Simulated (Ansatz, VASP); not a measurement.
## One calculation of NaI, two programs

```xyz
2
Lattice="0.0000 3.5432 3.5432 3.5432 0.0000 3.5432 3.5432 3.5432 0.0000" Properties=species:S:1:pos:R:3 pbc="T T T"
Na    0.0000    0.0000    0.0000
I     1.7716    1.7716    1.7716
```

The cell was built by a generator and needn't be a form met in nature.

Alike in both runs: task single point; functional HSE06; k mesh 4 × 4 × 4; no spin polarisation.

```csv
,VASP,Ansatz
version,VASP 6.6.1,Ansatz 0.2.0
potentials or method,"VASP PAW PBE potentials, release 64 (Na_pv, I)","plane waves, PAW"
plane-wave cutoff (eV),520,420
occupations,"gaussian, width 0.01 eV",fixed
valence electrons in the cell,14,26
```

|  | VASP | Ansatz | Ansatz less VASP |
| --- | --- | --- | --- |
| gap on the k mesh at the Fermi level (eV) | 4.80 | 4.81 | +0.014 |
| pressure (GPa) | 0.2 | 0.2 | -0.01 |

The two sets of potentials don't hold the same shells in valence. Ansatz warned: «stress_exchange_threshold_loose».

Caveats: the PAW data sets were made with another functional, which shifts forces and pressure a little (VASP); spin-orbit coupling is left out, which moves the levels of the heavy elements.
